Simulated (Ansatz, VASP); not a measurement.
**One calculation of NaF, two programs**

```
Na F
1.0
     0.00000    2.33869    2.33869
     2.33869    0.00000    2.33869
     2.33869    2.33869    0.00000
Na F
1 1
Direct
  0.00000 0.00000 0.00000
  0.50000 0.50000 0.50000
```

Change from the starting cell: volume scaled by 1.02, PAW files.

Alike in both runs: task electric field gradients; functional LDA; k mesh 10 × 10 × 10; occupations fermi-dirac, width 0.02 eV; no spin polarisation.

```csv
,VASP,Ansatz
version,VASP 6.6.1,Ansatz 0.2.0
potentials or method,"VASP PAW LDA potentials, release 64 (Na_pv, F)","PAW with Ansatz's default frozen-core files, scalar-relativistic"
plane-wave cutoff (eV),520,420
valence electrons in the cell,14,16
```

```csv
,VASP,Ansatz,Ansatz less VASP
gap on the k mesh at the Fermi level (eV),5.81,5.83,+0.022
pressure (GPa),-5.4,-5.4,+0.09
Vzz of the field gradient on the site that differs most (V/Å²),0.0,0.0,0.00
```

The two sets of potentials don't hold the same shells in valence.

A k mesh can miss the band edges.
